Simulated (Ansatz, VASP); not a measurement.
## InAs: VASP beside Ansatz

Contents of INCAR:

```
SYSTEM = InAs
PREC = Accurate
ENCUT = 520
EDIFF = 1E-7
ISMEAR = -1
SIGMA = 0.08
LREAL = .False.
LASPH = .True.
NELM = 80
ALGO = Normal
ISIF = 2
LWAVE = .False.
LCHARG = .True.
GGA = CA
LELF = .True.
LVHAR = .True.
NBANDS = 16
```

The input KPOINTS:

```
Automatic mesh
0
Gamma
  11 11 11
  0 0 0
```

The input POSCAR:

```
InAs
1.0
    0.0000000000      2.4689768398      2.4689768398
    2.4689768398      0.0000000000      2.4689768398
    2.4689768398      2.4689768398      0.0000000000
In As
1 1
Direct
    0.0000000000      0.0000000000      0.0000000000
    0.2500000000      0.2500000000      0.2500000000
```

Input for Ansatz:

```yaml
crystal:
  lattice:
    - [0.0, 2.4689768398, 2.4689768398]
    - [2.4689768398, 0.0, 2.4689768398]
    - [2.4689768398, 2.4689768398, 0.0]
  atoms:
    - { symbol: In, position: [0.0, 0.0, 0.0] }
    - { symbol: As, position: [0.25, 0.25, 0.25] }
kpoints:
  mp_grid: { grid: [11, 11, 11] }
  band_path:
    path:
      - [0.0, 0.0, 0.0]
      - [-0.5, -0.5, 0.0]
      - [-0.375, -0.375, 0.25]
      - [-0.375, 0.0, 0.375]
      - [0.0, 0.0, 0.0]
      - [0.0, 0.0, 0.5]
      - [-0.5, -0.25, 0.25]
      - [-0.5, -0.5, 0.0]
    npoints: 8
scf:
  occupations: { method: fermi_dirac, width: 0.08 }
hamiltonian:
  xc: lda
  pseudopotentials: { kind: all_electron, lapw: { basis_error: 0.001 } }
output:
  forces: true
  stress: true
  eigenvalues: true
  populations: true
  dos: { projected: true, de: 0.2, e_range: [-14, 8] }
```

Change from the starting cell: volume scaled by 0.55, LAPW.

Alike in both runs: task single point; functional LDA; k mesh 11 × 11 × 11; occupations fermi-dirac, width 0.08 eV; no spin polarisation.

```csv
,VASP,Ansatz
version,VASP 6.6.1,Ansatz 0.2.0
potentials or method,"VASP PAW LDA potentials, release 64 (In_d, As)","all-electron LAPW, scalar-relativistic"
plane-wave cutoff (eV),520,see its input
```

```csv
,VASP,Ansatz,Ansatz less VASP
pressure (GPa),142.9,141.3,-1.63
```

Ansatz ran all-electron here, so the differences hold the error of VASP's frozen core and of both bases.

Caveats: the cell as given lies far from equilibrium; so large a pressure means that the cell lies far from this level's equilibrium, or that cutoff or potentials fall short (VASP).
